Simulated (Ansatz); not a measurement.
Lattice vibrations of Ta2C at Γ

These are results of Ansatz 0.2.0, DFT PBEsol, scalar-relativistic, plane waves, PAW, not measurements. Cutoff 420 eV, 18×18×10 k-points (Γ-centred), Fermi-Dirac smearing of 0.15 eV. No spin polarisation. Phonons by linear response, acoustic sum rule imposed.

Equilibrium structure at this level:
```
CELL_PARAMETERS angstrom
3.09588 0.00000 0.00000
-1.54794 2.68111 0.00000
0.00000 0.00000 4.92020
ATOMIC_POSITIONS crystal
Ta 0.33333 0.66667 0.25283
Ta 0.66667 0.33333 0.74717
C 0.00000 0.00000 0.00000
```

In a metal, frequencies and elastic constants depend on the k mesh and the smearing, soft modes and shear constants most. Spin–orbit coupling is left out, which can shift energies with elements as heavy as these.

Optical modes at Γ; i marks an imaginary frequency:
```csv
frequency (meV),degeneracy
16.0,2
27.0,1
80.2,1
82.5,2
```

All 6 optical modes at Γ are real: no displacement of atoms at fixed cell lowers the energy to second order. Strains and modes at other wave vectors aren't tested by this run.

Cost: 1 run of about 2.6 core-minutes, on Intel Xeon 6975P-C (Granite Rapids) (shared hosts).